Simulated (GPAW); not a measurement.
**TiO2: band structure with OLYP**

**What was measured.**

“Shallow Valence Band of Rutile GeO2 and P-type Doping”, 2020, arxiv:2011.08928 quotes, for a bulk crystal of TiO2 at 1.6 K: band gap 3.03 eV (direct).

The system is TiO2.

```
Ti O
1.0
     4.59984    0.00000    0.00000
     0.00000    4.59984    0.00000
     0.00000    0.00000    2.95921
Ti O
2 4
Cartesian
  0.0000 0.0000 1.4796
  2.2999 2.2999 0.0000
  1.3998 1.3998 1.4796
  0.9001 3.6997 0.0000
  3.6997 0.9001 0.0000
  3.2000 3.2000 1.4796
```

The cell is a database's computed one.

| Property | Result |
| --- | --- |
| Program | GPAW 26.7.0 |
| Task | band structure |
| Functional | OLYP |
| Potentials or basis | PAW data sets generated in the run's folder for this functional |
| Cutoff | 800 eV |
| Basis | pw |
| k mesh | 4 × 4 × 6 |
| Occupations | fermi-dirac, width 0.05 eV |
| Spin | no spin polarisation |
| Eigensolver | davidson |
| Maxiter | 150 |
| Band path | GXMGZRAZ,XR,MA |
| Band points | 60 |

```yaml
Pressure: 7.1 GPa
Largest_force: 0.059 eV/Å
Band_gap_on_the_k_mesh: 1.90 eV, direct
Band_gap_along_the_path: 1.90 eV, direct
```

Forces in eV/Å, atoms in the order of the input:
```
Ti   0.000  0.000  0.000
Ti   0.000  0.000  0.000
O    0.042  0.042  0.000
O   -0.042  0.042  0.000
O    0.042 -0.042  0.000
O   -0.042 -0.042  0.000
```

Stress tensor (GPa, compression positive):
```
7.50 0.00 0.00
0.00 7.50 0.00
0.00 0.00 6.30
```

Levels at the corners of the path, in eV from the valence-band top:
```tsv
point	band 20	band 21	band 22	band 23	band 24	band 25	band 26	band 27	band 28	band 29
Γ	-1.96	-0.71	-0.45	-0.45	0.00	1.90	2.22	2.42	2.50	2.50
X	-3.00	-1.62	-1.62	-0.72	-0.72	2.57	2.57	3.01	3.01	3.55
M	-2.12	-1.30	-1.30	-1.05	-1.05	1.93	1.93	2.52	2.52	3.80
Γ	-1.96	-0.71	-0.45	-0.45	0.00	1.90	2.22	2.42	2.50	2.50
Z	-2.75	-2.24	-2.24	-1.40	-1.40	2.97	2.97	3.17	3.17	3.64
R	-2.32	-1.99	-1.99	-1.01	-1.01	1.97	1.97	3.18	3.18	3.87
A	-2.72	-1.26	-1.26	-0.67	-0.67	2.63	2.63	3.21	3.21	3.22
Z	-2.75	-2.24	-2.24	-1.40	-1.40	2.97	2.97	3.17	3.17	3.64
X	-3.00	-1.62	-1.62	-0.72	-0.72	2.57	2.57	3.01	3.01	3.55
R	-2.32	-1.99	-1.99	-1.01	-1.01	1.97	1.97	3.18	3.18	3.87
M	-2.12	-1.30	-1.30	-1.05	-1.05	1.93	1.93	2.52	2.52	3.80
A	-2.72	-1.26	-1.26	-0.67	-0.67	2.63	2.63	3.21	3.21	3.22
```

Wall time 2.2 min on 1 thread of Arm Neoverse V2, on a shared host, peak memory 0.52 GiB.

Measured gap of TiO2: 3.03 eV (direct; 1.6 K; quoted in “Shallow Valence Band of Rutile GeO2 and P-type Doping”, 2020, arxiv:2011.08928). This calculation gives 1.90 eV (-1.13 eV). 2 values of this kind are on record in papers (3.03 to 3.05 eV); this one was drawn at random among those near their median. The value is that of OLYP, without temperature or zero-point motion. The cell is a database's relaxed one, not the measured one, which moves gaps too.

Caveat: the k mesh is coarse.
